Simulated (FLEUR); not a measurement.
# TePb (Fm-3m) in FLEUR: a series of runs

The runs below take TePb through band structure, equation of state, with LDA (Moruzzi-Janak-Williams).

Program: FLEUR MaX-R8.1 (later development tree). These are calculated values, not measurements. Logs are shortened: lines on timing, memory, paths and dates and some standing lists are left out, and cuts for length are marked.

**What was measured.**

A printed reference work, monograph reports, for a bulk crystal of TePb at 4.2 K: band gap 0.19 eV (direct).

How close the calculation comes is told below.

## Step 1: Starting point

It takes space group Fm-3m (No. 225, cubic). Conventional cell: a = 6.462 Å, b = 6.462 Å, c = 6.462 Å, α = 90.00°, β = 90.00°, γ = 90.00°. Around Pb (site symmetry m-3m) lie 6 Te at 3.23 Å. Around Te (site symmetry m-3m) lie 6 Pb at 3.23 Å.

## Step 2: Band structure, LDA (Moruzzi-Janak-Williams)

Contents of inp.xml:

```xml
<?xml version="1.0" encoding="UTF-8" standalone="no"?>
<fleurInput fleurInputVersion="0.39">
   <comment>
      TePb                                                                                                
   </comment>
   <calculationSetup>
      <cutoffs Kmax="4.1" Gmax="12.7" GmaxXC="12.7" numbands="0"/>
      <scfLoop itmax="60" minDistance="0.00001" maxIterBroyd="15" imix="Anderson" alpha="0.05" precondParam="0.0" spinf="2.0" sdNocoIR="T"/>
      <coreElectrons ctail="T" frcor="F" kcrel="0" coretail_lmax="0"/>
      <xcFunctional name="mjw" relativisticCorrections="F"/>
      <magnetism jspins="1"/>
      <soc l_soc="F" theta="0.0" phi="0.0" spav="F"/>
      <expertModes spex="0" secvar="F"/>
      <geometryOptimization l_f="F" forcealpha="1.0" forcemix="BFGS" epsdisp="0.00001" epsforce="0.00001"/>
      <ldaU l_linMix="F" mixParam="0.05" spinf="1.0"/>
   </calculationSetup>
   <cell>
      <bzIntegration valenceElectrons="42.0" mode="hist" fermiSmearingEnergy="0.00183747">
         <kPointListSelection listName="default-1"/>
         <!-- k-points included here -->
         <xi:include xmlns:xi="http://www.w3.org/2001/XInclude" href="kpts.xml"> </xi:include>
      </bzIntegration>
      <!-- symmetry operations included here -->
      <xi:include xmlns:xi="http://www.w3.org/2001/XInclude" href="sym.xml"> </xi:include>
      <bulkLattice scale="1.0">
         <bravaisMatrix>
[... 31 lines left out ...]
         </electronConfig>
         <energyParameters s="5" p="5" d="5" f="4"/>
         <lo type="SCLO" l="1" n="4" eDeriv="0"/>
         <lo type="SCLO" l="1" n="4" eDeriv="1"/>
         <lo type="SCLO" l="2" n="4" eDeriv="0"/>
         <lo type="SCLO" l="2" n="4" eDeriv="1"/>
         <lo type="SCLO" l="0" n="5" eDeriv="2"/>
         <lo type="SCLO" l="3" n="4" eDeriv="2"/>
      </species>
   </atomSpecies>
   <atomGroups>
      <atomGroup species="Lead (Pb)">
         <relPos label="                   1">.0000000000 .0000000000 .0000000000</relPos>
         <force calculate="T" relaxXYZ="TTT"/>
      </atomGroup>
      <atomGroup species="Tellurium (Te)">
         <relPos label="                   2">1.000/2.000 1.000/2.000 1.000/2.000</relPos>
         <force calculate="T" relaxXYZ="TTT"/>
      </atomGroup>
   </atomGroups>
   <output dos="F" band="F" slice="F">
      <checks vchk="F" cdinf="F"/>
      <bandDOS minEnergy="-.5*Htr" maxEnergy="0.5*Htr" sigma="0.015" storeEVData="T"/>
      <vacuumDOS vacdos="F" integ="F" star="F" nstars="0" locx1="0.0" locy1="0.0" locx2="0.0" locy2="0.0" nstm="0" tworkf="0.0"/>
      <unfoldingBand unfoldBand="F" supercellX="1" supercellY="1" supercellZ="1"/>
      <plotting iplot="0" polar="F">
         <plot TwoD="T" vec1="  1.0  0.0  0.0" vec2="  0.0  1.0  0.0" vec3="  0.0  0.0  1.0" zero="  0.0  0.0  0.0" file="plot"/>
      </plotting>
      <chargeDensitySlicing numkpt="0" minEigenval="0.0" maxEigenval="0.0" nnne="0" pallst="F"/>
      <specialOutput eonly="F"/>
      <moessbauerParams electricFieldGradient="T" isomerShift="T" coreHyperfine="T" valenceHyperfine="T"/>
      <magneticCircularDichroism mcd="F" energyLo="-10.0" energyUp="0.0"/>
   </output>
  <!-- We include the file relax.xml here to enable relaxations (see documentation) -->
  <xi:include xmlns:xi="http://www.w3.org/2001/XInclude" href="relax.xml"> <xi:fallback/> </xi:include>
</fleurInput>
```

Contents of crystal.txt:

```
TePb
&input cartesian=F /
0.0000000000  3.2310000000  3.2310000000
3.2310000000  0.0000000000  3.2310000000
3.2310000000  3.2310000000  0.0000000000
1.8897261246
1.0 1.0 1.0

2
82 0.0000000000  0.0000000000  0.0000000000
52 0.5000000000  0.5000000000  0.5000000000

&kpt div1=7 div2=7 div3=7 gamma=T /
```

Contents of inp.xml (bands):

```
<?xml version="1.0" encoding="UTF-8" standalone="no"?>
<fleurInput fleurInputVersion="0.39">
   <comment>
      TePb                                                                                                
   </comment>
   <calculationSetup>
      <cutoffs Kmax="4.1" Gmax="12.7" GmaxXC="12.7" numbands="0"/>
      <scfLoop itmax="60" minDistance="0.00001" maxIterBroyd="15" imix="Anderson" alpha="0.05" precondParam="0.0" spinf="2.0" sdNocoIR="T"/>
      <coreElectrons ctail="T" frcor="F" kcrel="0" coretail_lmax="0"/>
      <xcFunctional name="mjw" relativisticCorrections="F"/>
      <magnetism jspins="1"/>
      <soc l_soc="F" theta="0.0" phi="0.0" spav="F"/>
      <expertModes spex="0" secvar="F"/>
      <geometryOptimization l_f="F" forcealpha="1.0" forcemix="BFGS" epsdisp="0.00001" epsforce="0.00001"/>
      <ldaU l_linMix="F" mixParam="0.05" spinf="1.0"/>
   </calculationSetup>
   <cell>
      <bzIntegration valenceElectrons="42.0" mode="hist" fermiSmearingEnergy="0.00183747">
         <kPointListSelection listName="path-1"/>
         <!-- k-points included here -->
         <xi:include xmlns:xi="http://www.w3.org/2001/XInclude" href="kpts.xml"> </xi:include>
      </bzIntegration>
      <!-- symmetry operations included here -->
      <xi:include xmlns:xi="http://www.w3.org/2001/XInclude" href="sym.xml"> </xi:include>
      <bulkLattice scale="1.0">
[... 32 lines left out ...]
         </electronConfig>
         <energyParameters s="5" p="5" d="5" f="4"/>
         <lo type="SCLO" l="1" n="4" eDeriv="0"/>
         <lo type="SCLO" l="1" n="4" eDeriv="1"/>
         <lo type="SCLO" l="2" n="4" eDeriv="0"/>
         <lo type="SCLO" l="2" n="4" eDeriv="1"/>
         <lo type="SCLO" l="0" n="5" eDeriv="2"/>
         <lo type="SCLO" l="3" n="4" eDeriv="2"/>
      </species>
   </atomSpecies>
   <atomGroups>
      <atomGroup species="Lead (Pb)">
         <relPos label="                   1">.0000000000 .0000000000 .0000000000</relPos>
         <force calculate="T" relaxXYZ="TTT"/>
      </atomGroup>
      <atomGroup species="Tellurium (Te)">
         <relPos label="                   2">1.000/2.000 1.000/2.000 1.000/2.000</relPos>
         <force calculate="T" relaxXYZ="TTT"/>
      </atomGroup>
   </atomGroups>
   <output dos="F" band="T" slice="F">
      <checks vchk="F" cdinf="F"/>
      <bandDOS minEnergy="-.5*Htr" maxEnergy="0.5*Htr" sigma="0.015" storeEVData="T"/>
      <vacuumDOS vacdos="F" integ="F" star="F" nstars="0" locx1="0.0" locy1="0.0" locx2="0.0" locy2="0.0" nstm="0" tworkf="0.0"/>
      <unfoldingBand unfoldBand="F" supercellX="1" supercellY="1" supercellZ="1"/>
      <plotting iplot="0" polar="F">
         <plot TwoD="T" vec1="  1.0  0.0  0.0" vec2="  0.0  1.0  0.0" vec3="  0.0  0.0  1.0" zero="  0.0  0.0  0.0" file="plot"/>
      </plotting>
      <chargeDensitySlicing numkpt="0" minEigenval="0.0" maxEigenval="0.0" nnne="0" pallst="F"/>
      <specialOutput eonly="F"/>
      <moessbauerParams electricFieldGradient="T" isomerShift="T" coreHyperfine="T" valenceHyperfine="T"/>
      <magneticCircularDichroism mcd="F" energyLo="-10.0" energyUp="0.0"/>
   </output>
  <!-- We include the file relax.xml here to enable relaxations (see documentation) -->
  <xi:include xmlns:xi="http://www.w3.org/2001/XInclude" href="relax.xml"> <xi:fallback/> </xi:include>
</fleurInput>
```

Potentials or basis: all-electron, FLAPW.

Run with:

```bash
inpgen -f crystal.txt -profile fastHighL
# inp.xml edited to the form shown
fleur_MPI
fleur_MPI   # second run, on inp.xml (bands)
```

Standard output:

```text
Welcome to FLEUR        (www.flapw.de)
      MaX-Release 8.1          (www.max-centre.eu)

 ========== k-point set info ==========
 Selected k-point list: default-1
 k-point list type: mesh
 7 x 7 x 7
 Number of k points: 20

 ------------Calculation Setup---------------------------
 Number of MPI-tasks      :            1
 Number of PE/node        :            1
 Number of OMP-threads    :            1
 Most efficient MPI parallelization for:
           1           2           4           5          10          20
 Additional eigenvalue parallelization possible
 Number of basis functions:          625
 Approximate size of matrices (H+S) per k-point:         0.006 GB
 --------------------------------------------------------
 Iteration:     1   Distance:       8.47618852 me/bohr^3
 Iteration:     2   Distance:       7.93963197 me/bohr^3
 Iteration:     3   Distance:       3.28994043 me/bohr^3
 Iteration:     4   Distance:       1.00031438 me/bohr^3
 Iteration:     5   Distance:       0.68388067 me/bohr^3
 Iteration:     6   Distance:       0.06050773 me/bohr^3
 Iteration:     7   Distance:       0.05426860 me/bohr^3
 Iteration:     8   Distance:       0.01546521 me/bohr^3
 Iteration:     9   Distance:       0.00418368 me/bohr^3
 Iteration:    10   Distance:       0.00379346 me/bohr^3
 Iteration:    11   Distance:       0.00039373 me/bohr^3
 Iteration:    12   Distance:       0.00008615 me/bohr^3
 Iteration:    13   Distance:       0.00007611 me/bohr^3
 Iteration:    14   Distance:       0.00000888 me/bohr^3

 ********************************************************************
 Run finished successfully
 Stop message:
   all done
 ********************************************************************
```

output (bands):

```text
Welcome to FLEUR        (www.flapw.de)
      MaX-Release 8.1          (www.max-centre.eu)

 ========== k-point set info ==========
 Selected k-point list: path-1
 k-point list type: path
 Number of k points: 60

 ------------Calculation Setup---------------------------
 Number of MPI-tasks      :            1
 Number of PE/node        :            1
 Number of OMP-threads    :            1
 Most efficient MPI parallelization for:
           1           2           3           4           5           6          10          12          15          20          30          60
 Additional eigenvalue parallelization possible
 Number of basis functions:          628
 Approximate size of matrices (H+S) per k-point:         0.006 GB
 --------------------------------------------------------
 Fermi energy correction for insulators:
 No automatic correction of the Fermi energy has been performed.

 Note: Band structure data (together with different weights) is also stored in the banddos.hdf file.
       A convenient way of extracting and plotting the data from that file is by making use of the

 ********************************************************************
 Run finished successfully
 Stop message:
   Charge density postprocessing done.
 ********************************************************************
```

out.xml (last iteration):

```text
<iteration numberForCurrentRun="   14" overallNumber="   14">
         <energyParameters units="Htr">
            <atomicEP atomType="1" spin="1" branch="6s" branchLowest="-4.92" branchHighest="0.52" value="-0.1079014684"/>
            <atomicEP atomType="1" spin="1" branch="6p" branchLowest="-2.77" branchHighest="1.35" value="0.1751579395"/>
            <atomicEP atomType="1" spin="1" branch="5d" branchLowest="-14.35" branchHighest="-0.33" value="-0.3656685565"/>
            <atomicEP atomType="1" spin="1" branch="5f" branchLowest="-4.51" branchHighest="1.82" value="0.5146438347"/>
            <loAtomicEP atomType="1" spin="1" branch="5p" branchLowest="-23.26" branchHighest="-2.77" value="-2.8350036123"/>
            <loAtomicEP atomType="1" spin="1" branch="5p" branchLowest="-23.26" branchHighest="-2.77" value="-2.8350036123"/>
            <loAtomicEP atomType="1" spin="1" branch="6s" branchLowest="-4.92" branchHighest="0.52" value="-0.1079014684"/>
            <loAtomicEP atomType="1" spin="1" branch="5d" branchLowest="-14.35" branchHighest="-0.33" value="-0.3973834697"/>
            <loAtomicEP atomType="1" spin="1" branch="5f" branchLowest="-4.51" branchHighest="1.82" value="0.5146310827"/>
            <atomicEP atomType="2" spin="1" branch="5s" branchLowest="-5.60" branchHighest="0.28" value="-0.1868430244"/>
            <atomicEP atomType="2" spin="1" branch="5p" branchLowest="-3.77" branchHighest="0.91" value="0.1170660954"/>
            <atomicEP atomType="2" spin="1" branch="5d" branchLowest="-1.10" branchHighest="2.00" value="0.3670163028"/>
            <atomicEP atomType="2" spin="1" branch="4f" branchLowest="-9.99" branchHighest="1.51" value="0.5252207512"/>
            <loAtomicEP atomType="2" spin="1" branch="4p" branchLowest="-29.07" branchHighest="-3.77" value="-3.7868793300"/>
            <loAtomicEP atomType="2" spin="1" branch="4p" branchLowest="-29.07" branchHighest="-3.77" value="-3.7868793300"/>
            <loAtomicEP atomType="2" spin="1" branch="4d" branchLowest="-20.15" branchHighest="-1.10" value="-1.1118423768"/>
            <loAtomicEP atomType="2" spin="1" branch="4d" branchLowest="-20.15" branchHighest="-1.10" value="-1.1118423768"/>
            <loAtomicEP atomType="2" spin="1" branch="5s" branchLowest="-5.60" branchHighest="0.28" value="-0.1868430244"/>
            <loAtomicEP atomType="2" spin="1" branch="4f" branchLowest="-9.99" branchHighest="1.51" value="0.5252207927"/>
         </energyParameters>
         <eigenvalues>
            <eigenvaluesAt spin="1" ikpt="1" k_x="0.00000000" k_y="0.00000000" k_z="0.00000000">
                      -3.7751566464       -3.7751566464       -3.7751566464       -2.7692059062       -2.7692059062
                      -2.7692059062       -1.1151380526       -1.1151380526       -1.1148950476       -1.1148950476
                      -1.1148950476       -0.4012701781       -0.4012701781       -0.4007840633       -0.4007840633
                      -0.4007840633       -0.2357360522       -0.0026396722        0.1591508004        0.1591508004
[... 85 lines left out ...]
               <shell n="4" l="0" isomerShift="22636.45833"/>
               <shell n="3" l="2" isomerShift="0.00327"/>
               <shell n="4" l="1" isomerShift="1995.58821"/>
               <shell n="4" l="2" isomerShift="0.00091"/>
               <shell n="4" l="3" isomerShift="0.00000"/>
               <shell n="5" l="0" isomerShift="4882.35481"/>
            </coreIsomerShift>
            <coreIsomerShift atomType="2" isTotal="231265.47407">
               <shell n="1" l="0" isomerShift="200864.58592"/>
               <shell n="2" l="0" isomerShift="23911.28355"/>
               <shell n="2" l="1" isomerShift="630.29591"/>
               <shell n="3" l="0" isomerShift="4721.25498"/>
               <shell n="3" l="1" isomerShift="135.07874"/>
               <shell n="4" l="0" isomerShift="1002.97494"/>
               <shell n="3" l="2" isomerShift="0.00003"/>
            </coreIsomerShift>
            <isomerShift atomType="1" nucleusRadius="0.0001398" averageDensity="2979788.47096"/>
            <isomerShift atomType="2" nucleusRadius="0.0001189" averageDensity="231386.09966"/>
            <electricFieldGradient atomType="1" VXX="0.00000" VYY="0.00000" VZZ="0.00000" asymParam="0.00000">
            </electricFieldGradient>
            <electricFieldGradient atomType="2" VXX="0.00000" VYY="0.00000" VZZ="0.00000" asymParam="0.00000">
            </electricFieldGradient>
         </moessbauerParams>
         <totalEnergy                                    value="   -27707.6585422670" units="Htr">
            <sumOfEigenvalues                            value="   -17062.1485022693">
               <coreElectrons value="-17008.0022629059"/>
               <valenceElectrons value="-54.1462393633"/>
            </sumOfEigenvalues>
            <densityCoulombPotentialIntegral value="-47857.7715205327"/>
            <densityEffectivePotentialIntegral value="-48586.1249865082"/>
            <chargeDenXCDenIntegral value="-548.7830540644"/>
            <FockExchangeEnergyValence value="0.0000000000"/>
            <FockExchangeEnergyCore value="0.0000000000"/>
            <atomTypeDependentContributions atomType="1">
               <electronNucleiInteractionDifferentMTs value="26453.3117773523"/>
               <MadelungTerm value="-39.4294989019"/>
            </atomTypeDependentContributions>
            <atomTypeDependentContributions atomType="2">
               <electronNucleiInteractionDifferentMTs value="8237.1585786041"/>
               <MadelungTerm value="-24.0663573168"/>
            </atomTypeDependentContributions>
            <tkbTimesEntropy value="0.0000000000"/>
            <freeEnergy value="-27707.6585422670"/>
            <extrapolationTo0K value="-27707.6585422670"/>
         </totalEnergy>
         <densityConvergence units="me/bohr^3">
            <chargeDensity spin="1" distance="0.0000088820"/>
         </densityConvergence>
      </iteration>
```

Run time: 48 s. Hardware: 1 thread of Arm Neoverse V1, shared host; peak memory 0.06 GiB.

What came out:

```yaml
Free_energy: -753963.7986 eV
Band_gap_along_the_path: 0.65 eV, direct
Valence_electrons_inside_the_program's_atomic_spheres: Pb 17.95; Te 20.14 (radii Pb 2.66, Te 2.66 bohr)
```

Levels at the corners of the path, in eV from the Fermi level:
```tsv
point	band 19	band 20	band 21	band 22	band 23	band 24
Γ	-1.21	-1.21	-1.21	4.13	4.13	4.13
X	-4.38	-2.67	-2.67	3.41	5.52	5.52
W	-3.66	-3.66	-0.21	1.72	5.31	5.31
K	-3.99	-2.16	-1.97	3.65	3.86	5.23
Γ	-1.21	-1.21	-1.21	4.13	4.13	4.13
L	-0.73	-0.73	0.11	0.76	1.35	1.35
U	-3.99	-2.16	-1.97	3.65	3.86	5.23
W	-3.66	-3.66	-0.21	1.72	5.31	5.31
L	-0.73	-0.73	0.11	0.76	1.35	1.35
K	-3.99	-2.16	-1.97	3.65	3.86	5.23
U	-3.99	-2.16	-1.97	3.65	3.86	5.23
X	-4.38	-2.67	-2.67	3.41	5.52	5.52
```

Core levels (eV from the Fermi level):
| atom | levels |
| --- | --- |
| 1 Pb | 1s1/2 -87909.0, 2s1/2 -15707.6, 2p1/2 -15087.3, 2p3/2 -12899.6, 3s1/2 -3766.4, 3p1/2 -3486.1, 3p3/2 -2998.1, 4s1/2 -848.4, 3d3/2 -2536.3, 3d5/2 -2432.4, 4p1/2 -727.2, 4p3/2 -607.5, 4d3/2 -409.8, 4d5/2 -387.4, 4f5/2 -131.2, 4f7/2 -126.1, 5s1/2 -139.3 |
| 2 Te | 1s1/2 -31565.7, 2s1/2 -4835.2, 2p1/2 -4532.2, 2p3/2 -4258.1, 3s1/2 -957.1, 3p1/2 -832.4, 3p3/2 -781.3, 4s1/2 -158.1, 3d3/2 -560.3, 3d5/2 -549.6 |

Caveat: this odd mesh misses L, where the gap lies, so gap, dielectric constants and Born charges aren't listed; spin-orbit coupling is left out, which moves the levels of the heavy elements.

(Part 1 of 2 ends here.)
